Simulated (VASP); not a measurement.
# MoS2 in VASP: relaxation of the atoms with PBE+D3(BJ)

Aim: the relaxation of the atoms of MoS2 with PBE+D3(BJ).

Everything below comes from runs of VASP 6.6.1. Logs are shortened: lines on timing, memory, paths and dates and some standing lists are left out, and cuts for length are marked.

## (1) The sheet as given

The cell holds a sheet with vacuum, 9 atoms: a = 3.192 Å, b = 3.192 Å, c = 33.424 Å, α = 90.00°, β = 90.00°, γ = 120.00°.

The cell was built by a generator and needn't be a form met in nature.

## (2) Relaxation of the atoms, PBE+D3(BJ)

INCAR reads:

```
ALGO = Fast
EDIFF = 1E-6
EDIFFG = -0.02
ENCUT = 520
GGA = PE
IBRION = 2
ISIF = 2
ISMEAR = -1
IVDW = 12
LASPH = True
LCHARG = False
LREAL = False
LWAVE = False
NELM = 100
NSW = 60
PREC = Accurate
SIGMA = 0.05
```

KPOINTS reads:

```
k-points
0
Gamma
  8 8 1
```

POSCAR reads:

```
MoS2
1.0
    3.1916000000      0.0000000000      0.0000000000
   -1.5958000000      2.7640066787      0.0000000000
    0.0000000000      0.0000000000     33.4240000000
S Mo
6 3
Direct
    0.6666666667      0.3333333333      0.2692675921
    0.6666666667      0.3333333333      0.3629128770
    0.3333333333      0.6666666667      0.4531773576
    0.3333333333      0.6666666667      0.5468226424
    0.6666666667      0.3333333333      0.6370871230
    0.6666666667      0.3333333333      0.7307324079
    0.3333333333      0.6666666667      0.3160902346
    0.6666666667      0.3333333333      0.5000000000
    0.3333333333      0.6666666667      0.6839097654
```

Potentials or basis: VASP PAW PBE potentials, release 64 (S, Mo_sv).

Started as:

```sh
> cat potpaw_PBE.64/S/POTCAR potpaw_PBE.64/Mo_sv/POTCAR > POTCAR
> mpirun -np 1 vasp_std > vasp.out
```

OUTCAR:

```text
EDIFF = 1E-6
   EDIFFG = -0.02
   ENCUT = 520
   GGA = PE
   IBRION = 2
   ISIF = 2
   ISMEAR = -1
   IVDW = 12
   LASPH = True
   LREAL = False
   NELM = 100
   NSW = 60
   PREC = Accurate
 IVDW          = 12

 ion  position               nearest neighbor table
   1  0.667  0.333  0.269-   7 2.42   7 2.42   7 2.42
   2  0.667  0.333  0.363-   7 2.42   7 2.42   7 2.42
   3  0.333  0.667  0.453-   8 2.42   8 2.42   8 2.42
   4  0.333  0.667  0.547-   8 2.42   8 2.42   8 2.42
   5  0.667  0.333  0.637-   9 2.42   9 2.42   9 2.42
   6  0.667  0.333  0.731-   9 2.42   9 2.42   9 2.42
   7  0.333  0.667  0.316-   2 2.42   2 2.42   2 2.42   1 2.42   1 2.42   1 2.42
   8  0.667  0.333  0.500-   3 2.42   4 2.42   3 2.42   4 2.42   3 2.42   4 2.42
   9  0.333  0.667  0.684-   5 2.42   5 2.42   5 2.42   6 2.42   6 2.42   6 2.42

  LATTYP: Found a hexagonal cell.
 ALAT       =     3.1916000000
 C/A-ratio  =    10.4724902870

  Lattice vectors:

 A1 = (   3.1916000000,   0.0000000000,   0.0000000000)
 A2 = (  -1.5958000000,   2.7640066787,   0.0000000000)
 A3 = (   0.0000000000,   0.0000000000,  33.4240000000)

Analysis of symmetry for initial positions (statically):
=====================================================================
 Subroutine PRICEL returns:
 Original cell was already a primitive cell.

 Routine SETGRP: Setting up the symmetry group for a
 hexagonal supercell.

 Subroutine GETGRP returns: Found 12 space group operations
 (whereof 12 operations were pure point group operations)
 out of a pool of 24 trial point group operations.

The static configuration has the point symmetry D_3h.

Analysis of symmetry for dynamics (positions and initial velocities):
=====================================================================
 Subroutine PRICEL returns:
 Original cell was already a primitive cell.

 Routine SETGRP: Setting up the symmetry group for a
 hexagonal supercell.

 Subroutine GETGRP returns: Found 12 space group operations
 (whereof 12 operations were pure point group operations)
 out of a pool of 24 trial point group operations.

The dynamic configuration has the point symmetry D_3h.

 Subroutine INISYM returns: Found 12 space group operations
 (whereof 12 operations are pure point group operations),
 and found     1 'primitive' translations

----------------------------------------------------------------------------------------

                                     Primitive cell

  volume of cell :     294.8533

  direct lattice vectors                    reciprocal lattice vectors
     3.191600000  0.000000000  0.000000000     0.313322471  0.180896813  0.000000000
[... 81 lines left out ...]
   LSORBIT =      F    spin-orbit coupling
   LASPH  =      T    aspherical Exc in radial PAW
   ENCUT  =  520.0 eV  38.22 Ry    6.18 a.u.   5.93  5.93 62.15*2*pi/ulx,y,z
   NELM   =    100;   NELMIN=  2; NELMDL= -5     # of ELM steps
   EDIFF  = 0.1E-05   stopping-criterion for ELM
   LREAL  =      F    real-space projection
   EDIFFG = -.2E-01   stopping-criterion for IOM
   NSW    =     60    number of steps for IOM
   IBRION =      2    ionic relax: 0-MD 1-quasi-New 2-CG
   NFREE  =      1    steps in history (QN), initial steepest desc. (CG)
   ISIF   =      2    stress and relaxation
   ISYM   =      2    0-nonsym 1-usesym 2-fastsym
   POTIM  = 0.5000    time-step for ionic-motion
   TEBEG  =    0.0;   TEEND  =   0.0 temperature during run
   PSTRESS=    0.0 pullay stress
   NELECT =      78.0000    total number of electrons
   NUPDOWN=      -1.0000    fix difference up-down
   EMIN   =  10.00;   EMAX   =-10.00  energy-range for DOS
   EFERMI =   0.00;   METHOD = LEGACY
   ISMEAR =    -1;   SIGMA  =   0.05  broadening in eV -4-tet -1-fermi 0-gaus
   EFERMI_NEDOS =   21; number of points for ismear=-14 and -15
   IALGO  =     68    algorithm
   IMIX   =      4    mixing-type and parameters
     AMIX     =   0.40;   BMIX     =  1.00
     AMIX_MAG =   1.60;   BMIX_MAG =  1.00
  volume/ion in A,a.u.               =      32.76       221.09
  Fermi-wavevector in a.u.,A,eV,Ry     =   1.050923  1.985957 15.026817  1.104440
  Thomas-Fermi vector in A             =   2.185946
   LORBIT       =      0    0 simple, 1 ext, 2 COOP (PROOUT), +10 PAW based schemes
   GGA     = PE    functional components
   LHFCALC =     F    Hartree Fock is set to
   AEXX    =    0.0000 exact exchange contribution
   IVDW    =    12    specifies the selected vdW correction
   LEPSILON=     F    determine dielectric tensor
   LRPA    =     F    only Hartree local field effects (RPA)
 conjugate gradient relaxation of ions
 non-spin polarized calculation
 RMM-DIIS sequential band-by-band and
  energy-cutoff  :      520.00
  volume of cell :      294.85
 maximum number of plane-waves:      8000
 NGX is ok and might be reduce to    24
   NGX = 11   NGY = 11   NGZ =125

--------------------------------------- Ionic step        1  -------------------------------------------

 number of electron      78.0000005 magnetization

 Free energy of the ion-electron system (eV)
  ---------------------------------------------------
  ext. energy  EPLUGINS =         0.00000000
  ---------------------------------------------------
  free energy    TOTEN  =       -65.46645925 eV

  energy without entropy =      -65.46645764  energy(sigma->0) =      -65.46645844

------------------------ aborting loop because EDIFF is reached ----------------------------------------

 Edisp (eV)   -3.43144

 E8    (eV) :    -1.4160
[... 126 lines left out ...]
  FREE ENERGIE OF THE ION-ELECTRON SYSTEM (eV)
  ---------------------------------------------------
  free  energy   TOTEN  =       -68.9048389405 eV

  energy  without entropy=      -68.9048370361  energy(sigma->0) =      -68.90483799

[... ionic steps 4 to 15 ...]

--------------------------------------- Ionic step       16  -------------------------------------------

 number of electron      77.9999999 magnetization

------------------------ aborting loop because EDIFF is reached ----------------------------------------
[... 89 lines left out ...]
--------------------------------------- Ionic step       18  -------------------------------------------

 number of electron      77.9999998 magnetization

 Free energy of the ion-electron system (eV)
  ---------------------------------------------------
  ext. energy  EPLUGINS =         0.00000000
  ---------------------------------------------------
  free energy    TOTEN  =       -65.43806469 eV

  energy without entropy =      -65.43806105  energy(sigma->0) =      -65.43806287

 E-fermi :   2.1765     XC(G=0):  -6.2028

 val. band max:        1.7143215719   @ k =   0.0000   0.0000   0.0000
 cond. band min:       2.7931562365   @ k =   0.2500   0.1250   0.0000
 fundamental gap:      1.0788346646
 Fermi energy:         2.1765017696

 k-point     1 :       0.0000    0.0000    0.0000
  band No.  band energies     occupation
      1     -59.8421      2.00000
      2     -59.8397      2.00000
      3     -59.8397      2.00000
      4     -33.9777      2.00000
      5     -33.9748      2.00000
      6     -33.9748      2.00000
[... 519 lines left out ...]
  FREE ENERGIE OF THE ION-ELECTRON SYSTEM (eV)
  ---------------------------------------------------
  free  energy   TOTEN  =       -68.9110242176 eV

  energy  without entropy=      -68.9110205844  energy(sigma->0) =      -68.91102240

 reached required accuracy - stopping structural energy minimisation
```

OSZICAR:

```text
N       E                     dE             d eps       ncg     rms          rms(c)
DAV:   1     0.696248651448E+03    0.69625E+03   -0.42272E+04  1136   0.148E+03
DAV:   2    -0.196564541716E+02   -0.71591E+03   -0.69925E+03  1150   0.362E+02
DAV:   3    -0.679028965832E+02   -0.48246E+02   -0.47413E+02  1114   0.842E+01
DAV:   4    -0.699777227660E+02   -0.20748E+01   -0.20667E+01  1232   0.161E+01
[... 161 lines left out ...]
       N       E                     dE             d eps       ncg     rms          rms(c)
DAV:   1    -0.654380521092E+02    0.21276E-03   -0.26694E-03  1056   0.170E-01    0.433E-02
RMM:   2    -0.654380620124E+02   -0.99031E-05   -0.12048E-04   822   0.424E-02    0.104E-02
RMM:   3    -0.654380647645E+02   -0.27522E-05   -0.27477E-05   842   0.195E-02    0.990E-03
RMM:   4    -0.654380646870E+02    0.77532E-07   -0.43293E-06   690   0.821E-03
  18 F= -.68911024E+02 E0= -.68911022E+02  d E =-.463378E-04
```

Wall time 11 min (1 thread of Intel Xeon 6975P-C (Granite Rapids), shared host); peak memory 0.47 GiB.

Results:

```yaml
Free_energy: -68.9110 eV
Energy_gained_by_relaxing: 1.5 meV/atom
Ionic_steps: 18
Largest_force_after_relaxing: 0.018 eV/Å
Band_gap_on_the_k_mesh: 1.08 eV, indirect (least direct gap 1.89 eV)
Dispersion_energy_per_atom: -0.386 eV
```

Forces in eV/Å, atoms in the order of the input:
```
S    0.000  0.000  0.018
S    0.000  0.000 -0.012
S    0.000  0.000 -0.011
S    0.000  0.000  0.011
S    0.000  0.000  0.012
S    0.000  0.000 -0.018
Mo   0.000  0.000  0.007
Mo   0.000  0.000  0.000
Mo   0.000  0.000 -0.007
```

Step by step:
```csv
step,energy change (eV),largest force (eV/Å),pressure (GPa)
1,0.0000,0.2125,-2.01
2,-0.0069,0.0463,-1.49
3,-0.0069,0.0300,-1.45
4,-0.0070,0.0454,-1.44
5,-0.0070,0.0444,-1.44
6,-0.0071,0.0443,-1.44
7,-0.0073,0.0447,-1.44
8,-0.0077,0.0475,-1.43
9,-0.0085,0.0519,-1.41
10,-0.0099,0.0614,-1.37
11,-0.0116,0.0955,-1.29
12,-0.0118,0.0815,-1.29
13,-0.0123,0.0463,-1.30
14,-0.0127,0.0863,-1.32
15,-0.0127,0.0614,-1.32
16,-0.0129,0.0491,-1.33
17,-0.0131,0.0339,-1.35
18,-0.0131,0.0184,-1.35
```

Final structure:
```
S Mo
1.0
     3.19160    0.00000    0.00000
    -1.59580    2.76401    0.00000
     0.00000    0.00000   33.42400
S Mo
6 3
Direct
  0.66667 0.33333 0.27241
  0.66667 0.33333 0.36540
  0.33333 0.66667 0.45359
  0.33333 0.66667 0.54641
  0.66667 0.33333 0.63460
  0.66667 0.33333 0.72759
  0.33333 0.66667 0.31892
  0.66667 0.33333 0.50000
  0.33333 0.66667 0.68108
```
